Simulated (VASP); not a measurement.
Crystal: Si.

```
Si
1.0
     2.62054    0.00000    0.00000
    -1.31027    2.26946    0.00000
     0.00000    0.00000    2.46635
Si
1
Direct
  0.00000 0.00000 0.00000
```

This isn't the form of Si at room conditions, which is diamond.

```yaml
Program: VASP 6.6.1
Task: relaxation of cell and atoms
Functional: revPBE
Dispersion: D4
Potentials_or_basis: VASP PAW PBE potentials, release 64 (Si)
Cutoff: 600 eV
k_mesh: 12 × 12 × 11
Occupations: fermi-dirac, width 0.05 eV
Spin: no spin polarisation
```

At the start: pressure -4.3 GPa; volume 14.67 Å³/atom.

Problem. How do energy, volume and symmetry change on relaxing?

Solution. Over 6 steps the energy falls by 9.4 meV/atom and the volume is 14.14 Å³/atom (-3.6 %); space group P6/mmm (No. 191, to 0.05 Å).

The path:
| step | energy change (eV) | largest force (eV/Å) | pressure (GPa) | volume (Å³) |
| --- | --- | --- | --- | --- |
| 1 | 0.0000 | 0.0000 | -4.26 | 14.67 |
| 2 | -0.0067 | 0.0000 | 2.63 | 13.85 |
| 3 | -0.0093 | 0.0000 | 0.08 | 14.13 |
| 4 | -0.0093 | 0.0000 | -0.02 | 14.14 |
| 5 | -0.0093 | 0.0000 | -0.12 | 14.15 |
| 6 | -0.0094 | 0.0000 | -0.08 | 14.14 |

Final structure:
```cif
data_structure
_symmetry_space_group_name_H-M 'P 1'
_symmetry_Int_Tables_number 1
_cell_length_a 2.5772
_cell_length_b 2.5772
_cell_length_c 2.4585
_cell_angle_alpha 90.000
_cell_angle_beta 90.000
_cell_angle_gamma 120.000
_cell_volume 14.14
loop_
_atom_site_label
_atom_site_type_symbol
_atom_site_fract_x
_atom_site_fract_y
_atom_site_fract_z
_atom_site_occupancy
Si1 Si 0.00000 0.00000 0.00000 1
```

Caveat: the PAW data sets were made with another functional, which shifts forces and pressure a little; pairwise dispersion overbinds metals, which lowers pressure and volume.
